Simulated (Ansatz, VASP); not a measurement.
**Two plane-wave programs on Hf**

The input INCAR:

```
SYSTEM = Hf
ALGO     = Normal         ! electronic algorithm
EDIFF    = 1E-6           ! SCF threshold, eV
ENCUT    = 520            ! plane-wave cutoff, eV
GGA      = PE             ! functional
ISIF     = 2              ! what is computed and relaxed
ISMEAR   = 0              ! smearing method
LASPH    = .TRUE.         ! aspherical terms in the spheres
LCHARG   = .TRUE.         ! write CHGCAR
LELF     = .TRUE.         ! ELF
LREAL    = .FALSE.        ! projectors in reciprocal space
LVHAR    = .TRUE.       
LWAVE    = .FALSE.        ! write WAVECAR
NBANDS   = 28             ! bands
NELM     = 100            ! most SCF steps
PREC     = Accurate       ! precision mode
SIGMA    = 0.1            ! smearing width, eV
```

The input KPOINTS:

```
k-points
0
G
  6 6 2
  0 0 0
```

The input POSCAR:

```
Hf
1.0
    2.9706829920     -1.9633942036      0.0000000000
    2.9706829920      1.9633942036      0.0000000000
    0.0000000000      0.0000000000      8.0091742694
Hf
4
Direct
    0.8500000000      0.1500000000      0.1170000000
    0.6500000000      0.3500000000      0.6170000000
    0.1500000000      0.8500000000      0.8830000000
    0.3500000000      0.6500000000      0.3830000000
```

Input for Ansatz:

```yaml
crystal:
  lattice:
    - [2.970682992, -1.9633942036, 0.0]
    - [2.970682992, 1.9633942036, 0.0]
    - [0.0, 0.0, 8.0091742694]
  atoms:
    - { symbol: Hf, position: [0.85, 0.15, 0.117] }
    - { symbol: Hf, position: [0.65, 0.35, 0.617] }
    - { symbol: Hf, position: [0.15, 0.85, 0.883] }
    - { symbol: Hf, position: [0.35, 0.65, 0.383] }
basis:
  ecutwfc: 420
kpoints:
  mp_grid: { grid: [6, 6, 2] }
hamiltonian:
  xc: pbe
scf:
  occupations: { method: gaussian, width: 0.1 }
  lower_state_search: "off"
output:
  forces: true
  stress: true
  eigenvalues: true
```

Alike in both runs: task single point; functional PBE; k mesh 6 × 6 × 2; occupations gaussian, width 0.1 eV; no spin polarisation.

|  | VASP | Ansatz |
| --- | --- | --- |
| version | VASP 6.6.1 | Ansatz 0.2.0 |
| potentials or method | VASP PAW PBE potentials, release 64 (Hf_pv) | scalar-relativistic, plane waves, PAW |
| plane-wave cutoff (eV) | 520 | 420 |
| valence electrons in the cell | 40 | 104 |

```csv
,VASP,Ansatz,Ansatz less VASP
gap on the k mesh at the Fermi level (eV),none,none,-
pressure (GPa),6.5,7.1,+0.54
largest component of the traceless stress (GPa),26.88,27.39,+0.509
rms of the force components (eV/Å),3.879,3.973,+0.0941
```

Atom by atom the forces differ by 0.095 eV/Å (rms over components). A gap of «none» marks a metal or a gap that the smearing closes. The two sets of potentials don't hold the same shells in valence.

Caveats: the k mesh is coarse (spacing up to 0.39 Å⁻¹), so the values aren't converged; forces of over 1 eV/Å show positions far from the minimum, so gaps and moduli don't describe the material at rest. The runs have no spin-orbit coupling, so splittings on Hf are missing.
